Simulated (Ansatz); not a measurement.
The system is Cu.

```
Cu
1.0
     2.53076    0.00000    0.00000
    -1.26538    2.19171    0.00000
     0.00000    0.00000    8.26182
Cu
4
Direct
  0.66667 0.33333 0.75000
  0.00000 0.00000 0.50000
  0.33333 0.66667 0.25000
  0.00000 0.00000 0.00000
```

This isn't the form of Cu at room conditions, which is fcc.

Base run:

| Quantity | Value |
| --- | --- |
| Program | Ansatz 0.2.0 |
| Functional | PBEsol |
| Potentials or basis | all-electron LAPW, scalar-relativistic |
| Cutoff | 302 eV |
| Density cutoff | 1207 eV |
| Basis error allowed | 0.001 eV/atom |
| k mesh | 12 × 12 × 4 |
| Occupations | fermi-dirac, width 0.05 eV |
| Spin | no spin polarisation |

Its results: pressure -1.9 GPa.

Task: After a change of settings the same cell gave: pressure -8.3 GPa. Which change was it?
A. functional from PBEsol to LDA; basis error allowed from 0.001 eV/atom to 0.002 eV/atom
B. potentials or basis from all-electron LAPW, scalar-relativistic to all-electron LAPW, inner shells corrected to Dirac's equation; basis error allowed from 0.001 eV/atom to 0.002 eV/atom
C. potentials or basis from all-electron LAPW, scalar-relativistic to all-electron LAPW, non-relativistic; basis error allowed from 0.001 eV/atom to 0.002 eV/atom
D. potentials or basis from all-electron LAPW, scalar-relativistic to all-electron PAW datasets made for the crystal

Result: A.

Not every run made on this cell is shown here.
